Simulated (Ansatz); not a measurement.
Input and command of a calculation in Ansatz (plane waves; scalar-relativistic PAW potentials unless the input names others):

```yaml
crystal:
  lattice:
    - [-3.8109987816, 0.0, 0.0]
    - [-1.9054993908, -3.3004217586, 0.0]
    - [-1.9054993908, 0.0, 12.468]
  atoms:
    - { symbol: Zn, position: [0.0064583333, 0.3333333333, 0.65375], spin: 2.0 }
    - { symbol: Zn, position: [0.2564583333, 0.3333333333, 0.15375] }
    - { symbol: Zn, position: [0.2147916667, 0.6666666667, 0.90375] }
    - { symbol: Zn, position: [0.4647916667, 0.6666666667, 0.40375] }
    - { symbol: S, position: [-0.0897916667, 0.3333333333, 0.84625] }
    - { symbol: S, position: [0.1602083333, 0.3333333333, 0.34625] }
    - { symbol: S, position: [0.6185416667, 0.6666666667, 0.09625] }
    - { symbol: S, position: [0.3685416667, 0.6666666667, 0.59625] }
basis:
  ecutwfc: 420
kpoints:
  mp_grid: { grid: [8, 8, 3] }
hamiltonian:
  xc: pbe
scf:
  occupations: { method: gaussian, width: 0.05 }
  max_iter: 50
output:
  forces: true
  eigenvalues: true
  stress: true
```

```bash
ansatz run input.yaml --threads 2 --pin off --max-ram 5120MiB --backend cpu --events-out ev --progress --plain --runs-dir out
```

Task: What will the program do with this input?

Result: The program refuses it, because of a moment without spin polarisation (crystal.atoms[0].spin: not typed → 2.0). Without that key it is accepted.

Abridged log:
```
Error: inconsistent input (magnetization.spin_polarized): false but per-atom `spin:`, `per_species`, `initial_magnetization`, `magnetic_field`, or `spin_locking` is set
```